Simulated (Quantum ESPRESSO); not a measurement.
WC (Qusongite) under changes of volume

One of the cells (10.376 Å³/atom); the others are scaled copies at fixed shape and fractional positions:

```xyz
2
Lattice="2.9065 0.0000 0.0000 -1.4532 2.5171 0.0000 0.0000 0.0000 2.8366" Properties=species:S:1:pos:R:3 pbc="T T T"
W     0.0000    0.0000    0.0000
C     1.4533    0.8390    1.4183
```

| Quantity | Value |
| --- | --- |
| Program | Quantum ESPRESSO 7.5 |
| Functional | LDA |
| Potentials or basis | PseudoDojo 0.4.1 SR LDA standard |
| Cutoff | 1116 eV |
| Density cutoff | 4463 eV |
| k mesh | 10 × 10 × 9 |
| Occupations | fermi-dirac, width 0.05 eV |
| Spin | no spin polarisation |

```csv
volume (Å³/atom),energy over the lowest point (meV/atom),pressure (GPa)
9.754,17.82,16.5
9.961,2.76,6.5
10.169,0.00,-2.4
10.376,8.31,-10.5
10.584,26.54,-17.8
10.791,?,?
10.999,88.84,-30.1
```

Task: What does the run at 10.791 Å³/atom give?

Result: Energy over the lowest point 53.69 meV/atom; pressure -24.3 GPa.

Worked out: A Birch-Murnaghan fit of order 3 (a polynomial in V^(-2/3)) to the other rows has its minimum at 10.11 Å³/atom with B0 = V·E''(V) = 428 GPa and B' = 4.3 at fixed shape and positions, which overstates the stiffness. It gives 53.62 meV/atom at 10.791 Å³/atom, against the run's 53.69, and -dE/dV = -24.1 GPa, against -24.3.

Energies are extrapolated to zero smearing.

Caveats: the cell as given lies far from equilibrium (some runs).
